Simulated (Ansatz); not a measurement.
**SrTiO3: the gap under pressure**

SrTiO3, Pm-3m, a = 3.918 Å. The structure is a Materials Project entry; whether it is the stable form wasn't checked. Ansatz: r2SCAN+U, PAW, 500 eV, Γ-centred 6×6×6 mesh on 5 atoms, Gaussian smearing 0.02 eV; U_eff Ti 4.00 eV; no spin polarisation. Cell and atoms are relaxed at each pressure, and no other structure is tried, so the rows at high pressure may lie past a change of phase. The gap is sought over the whole zone. The pressures are the targets, met within 0.07 GPa.

```tsv
P (GPa)	gap y (eV)
-3.0	?
0.0	2.784
3.0	2.826
8.0	2.889
15.0	2.967
30.0	3.100
60.0	3.282
```

Fit y = E0 + αP + βP² to the other rows and predict the missing gap.

Least squares on the rows shown. y = 2.7877 + 0.012878 P − 7.7538×10⁻⁵ P². So α = 12.9 meV/GPa at zero pressure. With a term in P³ added, the coefficient of P becomes 0.01423, 11 % more, which shows how far this figure hangs on the form. At P = -3.0 the fit asked for gives 2.748 eV. The run gave 2.737 eV, so the fit is 0.011 eV too high, 2 % of the span of the series, against an rms of 0.003 eV on the fitted rows. The row lies outside the fitted range. With a term in P³ added, a fit to the same known rows predicts 2.740 eV, so most of the miss is curvature that the known rows already hold.

Semilocal functionals give gaps under the measured ones; changes of the gap mostly carry over better.

Symmetry holds off the tilts and polar distortions that many cubic perovskites undergo.